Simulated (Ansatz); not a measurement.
Problem. Write an Ansatz input for a full relaxation of cell and atoms of PbO with PBE (scalar-relativistic), a cutoff of 420 eV (density cutoff 4 times that), a Γ-centred 10×10×6 mesh and Gaussian smearing of 0.05 eV, without spin polarisation. Stop at forces under 0.01 eV/Å and stress under 0.04 GPa, or after 60 steps. Forces, stress and eigenvalues are wanted. The structure:
```
CELL_PARAMETERS angstrom
3.8407566174 0.0000000000 0.0000000000
-1.9203783087 3.3261928004 0.0000000000
0.0000000000 0.0000000000 5.3530744344
ATOMIC_POSITIONS crystal
Pb 0.3333333333 0.6666666667 0.2500000000
Pb 0.6666666667 0.3333333333 0.7500000000
O 0.0000000000 0.0000000000 0.0000000000
O 0.0000000000 0.0000000000 0.5000000000
```

Solution. 
```yaml
crystal:
  lattice:
    - [3.8407566174, 0.0, 0.0]
    - [-1.9203783087, 3.3261928004, 0.0]
    - [0.0, 0.0, 5.3530744344]
  atoms:
    - { symbol: Pb, position: [0.3333333333, 0.6666666667, 0.25] }
    - { symbol: Pb, position: [0.6666666667, 0.3333333333, 0.75] }
    - { symbol: O, position: [0.0, 0.0, 0.0] }
    - { symbol: O, position: [0.0, 0.0, 0.5] }
basis:
  ecutwfc: 420
  ecutrho_ratio: 4
kpoints:
  mp_grid: { grid: [10, 10, 6] }
hamiltonian:
  xc: pbe
scf:
  occupations: { method: gaussian, width: 0.05 }
output:
  forces: true
  stress: true
  eigenvalues: true
relax:
  f_tol: 0.01
  max_steps: 60
  cell: { stress_tol: 0.04 }
```

Launched as:
```sh
ansatz run input.yaml --threads 2 --pin off --max-ram 2662MiB --backend cpu --events-out ev --progress --plain --runs-dir out
```

Run as written, it has 40 valence electrons, 1389 plane waves at Γ (in the final cell), 24 symmetry operations and 56 irreducible k-points; it took 81 SCF iterations in all. Cost: 31 s on 2 threads of Arm Neoverse V2, with other jobs on the host, peak memory 0.39 GiB.

This is a trial structure; measured cells of the compound in the Crystallography Open Database are in space groups Pbcm, P4/nmm.
